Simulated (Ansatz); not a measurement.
## In under changes of volume

One of the cells (26.144 Å³/atom); the others are scaled copies at fixed shape and fractional positions:

```
In
1.0
    -1.62547    1.62547    2.47370
     1.62547   -1.62547    2.47370
     1.62547    1.62547   -2.47370
In
1
Direct
  0.00000 0.00000 0.00000
```

```yaml
Program: Ansatz 0.2.0
Functional: LDA
Potentials_or_basis: all-electron LAPW, scalar-relativistic
Cutoff: 179 eV (chosen from the basis error)
Basis_error_allowed: 0.001 eV/atom
k_mesh: 11 × 11 × 11
Occupations: fermi-dirac, width 0.05 eV
Spin: no spin polarisation
```

| volume (Å³/atom) | energy over the lowest point (meV/atom) | pressure (GPa) |
| --- | --- | --- |
| 24.575 | 0.00 | 0.1 |
| 25.098 | 1.44 | -0.9 |
| 25.621 | 5.90 | -1.8 |
| 26.144 | 12.99 | -2.5 |
| 26.666 | 22.39 | -3.2 |
| 27.189 | 33.81 | -3.8 |
| 27.712 | ? | ? |

**Question.** What does the run at 27.712 Å³/atom give?

**Answer.** Energy over the lowest point 47.01 meV/atom; pressure -4.3 GPa.

Worked out: A Birch-Murnaghan fit of order 3 (a polynomial in V^(-2/3)) to the other rows has its minimum at 24.61 Å³/atom with B0 = V·E''(V) = 49 GPa and B' = 5.2 at fixed shape and positions, which overstates the stiffness. It gives 47.00 meV/atom at 27.712 Å³/atom, against the run's 47.01, and -dE/dV = -4.3 GPa, against -4.3.

Energies are extrapolated to zero smearing.
